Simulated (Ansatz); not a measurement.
Ag:

```
Ag
1.0
    -1.65565    1.65565    1.65565
     1.65565   -1.65565    1.65565
     1.65565    1.65565   -1.65565
Ag
1
Direct
  0.00000 0.00000 0.00000
```

This isn't the form of Ag at room conditions, which is fcc.

* Program: Ansatz 0.2.0
* Task: relaxation of cell and atoms
* Functional: PBEsol
* Potentials or basis: all-electron LAPW, scalar-relativistic
* Basis error allowed: 0.001 eV/atom
* k mesh: 11 × 11 × 11
* Occupations: fermi-dirac, width 0.05 eV
* Spin: no spin polarisation

At the start: volume 18.15 Å³/atom.

Where does the relaxation end?

Over 6 steps the energy falls by 33.9 meV/atom and the volume is 16.79 Å³/atom (-7.5 %); space group Im-3m (No. 229, to 0.05 Å).

Step by step:
| step | energy change (eV) | largest force (eV/Å) | volume (Å³) |
| --- | --- | --- | --- |
| 1 | 0.0000 | 0.0000 | 18.15 |
| 2 | -0.0023 | 0.0000 | 15.66 |
| 3 | -0.0330 | 0.0000 | 16.99 |
| 4 | -0.0339 | 0.0000 | 16.82 |
| 5 | -0.0339 | 0.0000 | 16.79 |
| 6 | -0.0339 | 0.0000 | 16.79 |

Final structure:
```xyz
1
Lattice="-1.6130 1.6130 1.6130 1.6130 -1.6130 1.6130 1.6130 1.6130 -1.6130" Properties=species:S:1:pos:R:3 pbc="T T T"
Ag    0.0000    0.0000    0.0000
```
